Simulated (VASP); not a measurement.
Here is a VASP 6.6.1 calculation.

File INCAR:

```
PREC = Accurate
ENCUT = 600
EDIFF = 1E-7
ISMEAR = 1
SIGMA = 0.1
LREAL = False
LASPH = True
NELM = 80
ALGO = Normal
ISIF = 3
LWAVE = False
LCHARG = False
GGA = PE
IVDW = 12
IBRION = 2
NSW = 90
EDIFFG = -0.005
```

The input KPOINTS:

```
Automatic mesh
0
Gamma
  16 16 16
```

File POSCAR:

```
Pd                                      
1.0
    0.0000000000      1.9437272969      1.9437272969
    1.9437272969      0.0000000000      1.9437272969
    1.9437272969      1.9437272969      0.0000000000
  Pd            
     1
Direct
     0.0000000000000000    0.0000000000000000    0.0000000000000000
```

Potentials or basis: VASP PAW PBE potentials, release 64 (Pd).

Command:

```console
$ cat potpaw_PBE.64/Pd/POTCAR > POTCAR
$ mpirun -np 1 vasp_std > vasp.out
```

**Question.** What does it give for the band gap on the k mesh?

**Answer.** None (metal or under the smearing width).

**Question.** Estimate the dispersion energy per atom.

**Answer.** -0.671 eV.

Final structure:
```
CELL_PARAMETERS angstrom
0.00000 1.94373 1.94373
1.94373 0.00000 1.94373
1.94373 1.94373 0.00000
ATOMIC_POSITIONS crystal
Pd 0.00000 0.00000 0.00000
```

Caveat: the relaxation stopped at its first step, so nothing moved.
